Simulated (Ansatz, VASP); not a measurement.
Given: the input of a run of Ansatz 0.2.0 on W (Tungsten). 

input.yaml

```yaml
crystal:
  lattice:
    - [-1.582345, 1.582345, 1.582345]
    - [1.582345, -1.582345, 1.582345]
    - [1.582345, 1.582345, -1.582345]
  atoms:
    - { symbol: W, position: [0.0, 0.0, 0.0] }
hamiltonian:
  xc: blyp
  pseudopotentials: { kind: paw }
kpoints:
  mp_grid: { grid: [12, 12, 12] }
scf:
  occupations: { method: fermi_dirac, width: 0.05 }
output:
  forces: true
  stress: true
  write_density: true
  write_potential: true
  elf: true
  volumetric_format: npy
relax:
  f_tol: 0.01
  max_steps: 40
  cell: { stress_tol: 0.05 }
```

Potentials or basis: Ansatz PAW.

Launch:

```console
$ ansatz run input.yaml --threads 2 --pin off --max-ram 5632MiB --backend cpu --events-out ev --progress --plain --runs-dir out
```

Q: Set up the same calculation for VASP 6.6.1. Potentials or basis there: PBE PAW files W_sv, 600 eV.

A: As run (cutoffs and basis follow the program's own potentials, and thresholds, step limits or extra output files can differ):

INCAR

```
SYSTEM = W
  PREC = Accurate
  ENCUT = 600
  EDIFF = 1E-7
  ISMEAR = -1
  SIGMA = 0.05
  LREAL = .FALSE.
  LASPH = .TRUE.
  NELM = 100
  ALGO = Fast
  ISIF = 3
  LWAVE = .FALSE.
  LCHARG = .FALSE.
  GGA = B5
  ALDAX = 1.0
  AGGAX = 1.0
  AGGAC = 1.0
  ALDAC = 0.0
  IBRION = 2
  NSW = 40
  EDIFFG = -0.01
```

Contents of KPOINTS:

```
regular mesh
0
G
  12 12 12
  0 0 0
```

File POSCAR:

```
W
1.0
   -1.5823450000      1.5823450000      1.5823450000
    1.5823450000     -1.5823450000      1.5823450000
    1.5823450000      1.5823450000     -1.5823450000
W
1
Direct
    0.0000000000      0.0000000000      0.0000000000
```

Potentials or basis: VASP PAW PBE potentials, release 64 (W_sv).

The run is started by

```console
$ cat potpaw_PBE.64/W_sv/POTCAR > POTCAR
$ mpirun -np 1 vasp_std > vasp.out
```

Both were run:

|  | Ansatz | VASP |
| --- | --- | --- |
| Relaxed volume | 16.68 Å³/atom | 16.78 Å³/atom |
| Relaxed cell | a = 2.788 Å, b = 2.788 Å, c = 2.788 Å, α = 109.47°, β = 109.47°, γ = 109.47° | a = 2.793 Å, b = 2.793 Å, c = 2.793 Å, α = 109.47°, β = 109.47°, γ = 109.47° |
| Space group after relaxing | Im-3m (No. 229) | Im-3m (No. 229) |
| Pressure after relaxing | 0.0 GPa | -0.1 GPa |

Ansatz's pressure holds a Pulay term of +0.04 GPa for its cutoff of 420 eV, which the other run lacks.

Ansatz's potentials were made for PBE. VASP's potentials were made for PBE.

Where Ansatz's input types no cutoff or centring, it takes its own default and a Γ-centred mesh.

Pressure is positive in compression.
